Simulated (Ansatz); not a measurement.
The system is Sn.

```
Sn
1.0
    -2.94014    2.94014    1.59930
     2.94014   -2.94014    1.59930
     2.94014    2.94014   -1.59930
Sn
2
Direct
  0.00000 0.00000 0.00000
  0.75000 0.25000 0.50000
```

* Program: Ansatz 0.2.0
* Task: relaxation of cell and atoms
* Functional: PBEsol
* Potentials or basis: all-electron LAPW, relativistic spinors
* Basis error allowed: 0.001 eV/atom
* k mesh: 7 × 7 × 7
* Occupations: fermi-dirac, width 0.1 eV
* Spin: spin-orbit coupling, no magnetisation

At the start: volume 27.65 Å³/atom.

Question: How do energy, volume and symmetry change on relaxing?

Answer: Over 5 steps the energy falls by 4.6 meV/atom and the volume is 26.82 Å³/atom (-3.0 %); space group I4_1/amd (No. 141, to 0.05 Å).

Step by step:
| step | energy change (eV) | largest force (eV/Å) | volume (Å³) |
| --- | --- | --- | --- |
| 1 | 0.0000 | 0.0000 | 55.30 |
| 2 | -0.0078 | 0.0000 | 52.98 |
| 3 | -0.0092 | 0.0000 | 53.67 |
| 4 | -0.0092 | 0.0000 | 53.64 |
| 5 | -0.0092 | 0.0000 | 53.64 |

Final structure:
```
Sn
1.0
    -2.90297    2.90297    1.59114
     2.90297   -2.90297    1.59114
     2.90297    2.90297   -1.59114
Sn
2
Direct
  0.00000 0.00000 0.00000
  0.75000 0.25000 0.50000
```

Caveat: the k mesh is thin for a metal, which can move the energy by tens of meV per atom.
